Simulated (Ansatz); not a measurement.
CO2 under changes of volume

One of the cells (13.818 Å³/atom); the others are scaled copies at fixed shape and fractional positions:

```
CELL_PARAMETERS angstrom
2.63591 -2.38738 0.00000
2.63591 2.38738 0.00000
0.00000 0.00000 6.58717
ATOMIC_POSITIONS crystal
O 0.30651 0.69349 0.60816
O 0.69349 0.30651 0.39184
O 0.19349 0.80651 0.10816
O 0.80651 0.19349 0.89184
C 0.50000 0.50000 0.50000
C 0.00000 0.00000 0.00000
```

The cell comes from a database or a generator and needn't be the stable form of this composition.

- Program: Ansatz 0.2.0
- Functional: PBEsol
- Potentials or basis: all-electron LAPW, scalar-relativistic
- Cutoff: 873 eV (chosen from the basis error)
- Basis error allowed: 0.001 eV/atom
- k mesh: 8 × 8 × 4
- Occupations: fermi-dirac, width 0.05 eV
- Spin: no spin polarisation

```csv
volume (Å³/atom),energy over the lowest point (meV/atom),pressure (GPa),gap on the mesh (eV),largest force (eV/Å)
12.988,27.22,10.0,6.82,2.636
13.265,12.92,6.7,6.72,1.683
13.541,4.01,3.7,6.63,0.792
13.818,0.00,1.0,6.55,0.041
14.094,0.44,-1.5,6.47,0.820
14.370,4.93,-3.7,6.39,1.549
14.647,?,?,?,?
```

Q: What does the run at 14.647 Å³/atom give?

A: Energy over the lowest point 13.09 meV/atom; pressure -5.7 GPa; gap on the mesh 6.32 eV; largest force 2.231 eV/Å.

Worked out: A Birch-Murnaghan fit of order 3 (a polynomial in V^(-2/3)) to the other rows has its minimum at 13.93 Å³/atom with B0 = V·E''(V) = 125 GPa and B' = 3.7 at fixed shape and positions, which overstates the stiffness. It gives 13.15 meV/atom at 14.647 Å³/atom, against the run's 13.09, and -dE/dV = -5.8 GPa, against -5.7. A straight line through the other rows of the gap, of slope -4.21 eV per unit of ln V, extrapolates to 6.31 eV, against the run's 6.32.

Energies are extrapolated to zero smearing.

Caveats: forces of over 1 eV/Å show positions far from the minimum, so gaps and moduli don't describe the material at rest (some runs).

A mesh can miss the band edges.
